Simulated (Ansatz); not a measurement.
## Ag: from a first guess to the relaxed bcc type

First guess:

```
CELL_PARAMETERS angstrom
-1.59927 1.59927 1.59927
1.59927 -1.59927 1.59927
1.59927 1.59927 -1.59927
ATOMIC_POSITIONS crystal
Ag 0.00000 0.00000 0.00000
```

Theory: Ansatz 0.2.0, DFT, PBE, PAW with Ansatz's default frozen-core files, scalar-relativistic.

Cell and atoms relax within the symmetry of the start on a 16×16×16 k mesh with 0.08 eV Fermi–Dirac smearing.

The start is built from a prototype, known or not as a phase of this compound; the cutoff is 420 eV.

Problem. What is the pressure of the first guess?

Solution. 11.01 GPa.

Problem. What does it relax to?

Solution. a = 3.303 Å, b = 3.303 Å, c = 3.303 Å, α = 90.00°, β = 90.00°, γ = 90.00° (conventional cell), 18.02 Å³ per atom:
Space group Im-3m (No. 229). a = 3.303 Å, b = 3.303 Å, c = 3.303 Å, α = 90.00°, β = 90.00°, γ = 90.00°
```json
{"atom": "Ag", "site": "2a", "symmetry": "m-3m", "x": "0.0000", "y": "0.0000", "z": "0.0000"}
```

Problem. How much energy does the relaxation release?

Solution. 51 meV/atom.
